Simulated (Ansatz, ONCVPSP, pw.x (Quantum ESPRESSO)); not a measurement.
**From atom to crystal: ONCV potential for Ba (Z = 56)**

| Quantity | Value |
| --- | --- |
| Element | Ba (Z = 56) |
| Generator | ONCVPSP 4.0.1 |
| Type | optimised norm-conserving Vanderbilt (ONCV) |
| Functional | PBE |
| Relativity | scalar-relativistic |
| Frozen core | [Kr] 4d10 |
| Valence charge | 10 |
| Reference configuration | 5s2 5p6 6s1.5 6p0.5 |
| Partial waves | 5s+6s: rc 2.90 bohr, ncon 3, nbas 7, qcut 5 1/bohr, 2 projectors; 5p+6p: rc 3.55 bohr, ncon 3, nbas 7, qcut 4.2 1/bohr, 2 projectors; d scattering state at 0.09 Ha: rc 3.50 bohr, ncon 3, nbas 8, qcut 3.1 1/bohr, 2 projectors, debl 1 Ha |
| Local potential | polynomial inside 2.60 bohr (lpopt 1, dvloc0 2 Ha) |
| Core correction | Teter function, fcfact 2.25, rcfact 1.15 |

In the d channel the program set the typed energies aside and used -0.090, 0.910 Ha.

Atomic tests: cutoffs needed: 6.9 Ha and 8.6 Ha (the cutoffs (Ha) at which the residual kinetic energy of the hardest occupied pseudo-wave falls to 1 and 0.1 mHa per electron); ghost test: no bound ghost flagged; no localised positive-energy state flagged; largest excitation error: -2.1 meV (all-electron minus pseudo) for 5s2 5p6 6s0 6p0, out of 4 test configurations.

Crystal test: bcc Ba in pw.x 7.5, no spin, 9³ k-points, Fermi–Dirac smearing 0.01 Ry, cutoffs 50/200 Ry. The reference is all-electron LAPW (Ansatz 0.2.0) with the same functional, mesh and smearing; V0 and B0 come from Birch–Murnaghan fits to the pressures at five volumes. Errors are pseudo minus all-electron; Δ is the rms difference of the E(V) curves that follow from these fits, minima aligned, over ±6 % about the mean V0. Mesh and smearing are coarse, so the numbers serve the comparison and aren't converged zero-temperature values; the lattice is a test structure that the element need not adopt.

```
V (Å³/atom)  P all-electron (GPa)  P pseudo (GPa)
     60.428                  0.47            0.51
     62.018                  0.23            0.26
     63.608                  0.01            0.04
     65.198                 -0.19           -0.17
     66.788                 -0.38           -0.35
```

All-electron: a0 = 5.031 Å (V0 = 63.67 Å³/atom), B0 = 8.4 GPa.

Pseudopotential: mean pressure error (GPa): +0.03; a0 (Å): 5.037; a0 error (%): +0.11; B0 error (%): +0.9; Δ (meV/atom): 0.4.

**Question.** At the middle volume, how do free energy and pressure move when the wave cutoff is lowered (ecutrho kept at four times it)?

**Answer.**

```json
{"cutoff (Ry)": "22", "shift of F (meV/atom)": "+0.6", "shift of P (GPa)": "-0.00"}
{"cutoff (Ry)": "30", "shift of F (meV/atom)": "+0.3", "shift of P (GPa)": "+0.00"}
{"cutoff (Ry)": "40", "shift of F (meV/atom)": "+0.1", "shift of P (GPa)": "-0.00"}
```

Input at the middle volume:

```
&control
  calculation='scf', prefix='x', pseudo_dir='./', outdir='./tmp', tstress=.true., disk_io='none'
/
&system
  ibrav=0, nat=1, ntyp=1, ecutwfc=50, ecutrho=200, nbnd=12,
  occupations='smearing', smearing='fd', degauss=0.01
/
&electrons
  conv_thr=1e-09, mixing_beta=0.4, electron_maxstep=70
/
ATOMIC_SPECIES
Ba 1.0 Ba.UPF
CELL_PARAMETERS angstrom
  -2.51468688 2.51468688 2.51468688
  2.51468688 -2.51468688 2.51468688
  2.51468688 2.51468688 -2.51468688
ATOMIC_POSITIONS crystal
Ba 0.0000 0.0000 0.0000
K_POINTS automatic
9 9 9 0 0 0
```

```bash
pw.x < Ba.scf.in > Ba.scf.out
```

Lines of the output:

```
Message from routine setup:
     using ibrav=0 with symmetry is DISCOURAGED, use correct ibrav instead
     lattice parameter (alat)  =       8.2308  a.u.
     unit-cell volume          =     429.2481 (a.u.)^3
     number of electrons       =        10.00
     number of Kohn-Sham states=           12
     kinetic-energy cutoff     =      50.0000  Ry
     charge density cutoff     =     200.0000  Ry
     scf convergence threshold =      1.0E-09
     Exchange-correlation= PBE
     number of k points=    35  Fermi-Dirac smearing, width (Ry)=  0.0100
     iteration #  1     ecut=    50.00 Ry     beta= 0.40
     total energy              =     -53.26272754 Ry
     estimated scf accuracy    <       0.00301137 Ry
     iteration #  2     ecut=    50.00 Ry     beta= 0.40
     total energy              =     -53.26282727 Ry
     estimated scf accuracy    <       0.00048546 Ry
     iteration #  3     ecut=    50.00 Ry     beta= 0.40
     total energy              =     -53.26292160 Ry
     estimated scf accuracy    <       0.00002765 Ry
     iteration #  4     ecut=    50.00 Ry     beta= 0.40
     total energy              =     -53.26292467 Ry
     estimated scf accuracy    <       0.00000039 Ry
     iteration #  5     ecut=    50.00 Ry     beta= 0.40
     total energy              =     -53.26292470 Ry
     estimated scf accuracy    <       0.00000007 Ry
     iteration #  6     ecut=    50.00 Ry     beta= 0.40
     total energy              =     -53.26292471 Ry
     estimated scf accuracy    <       0.00000001 Ry
     iteration #  7     ecut=    50.00 Ry     beta= 0.40
     the Fermi energy is     5.6823 ev
!    total energy              =     -53.26292471 Ry
     estimated scf accuracy    <          2.7E-11 Ry
     smearing contrib. (-TS)   =      -0.00660962 Ry
     The total energy is F=E-TS. E is the sum of the following terms:
     one-electron contribution =     -15.08950810 Ry
     hartree contribution      =       9.28951764 Ry
     xc contribution           =      -9.16528680 Ry
     ewald contribution        =     -38.29103783 Ry
     convergence has been achieved in   7 iterations
          total   stress  (Ry/bohr**3)                   (kbar)     P=        0.37
     Message from routine punch:
     Nothing written, as per user request (disk_io='none')
```

The run at the middle volume (35 k-points, 7 iterations) took about 14 s on one core of a shared host (Intel(R) Xeon(R) Platinum 8375C CPU @ 2.90GHz, 64 threads, 248 GiB, load 33).
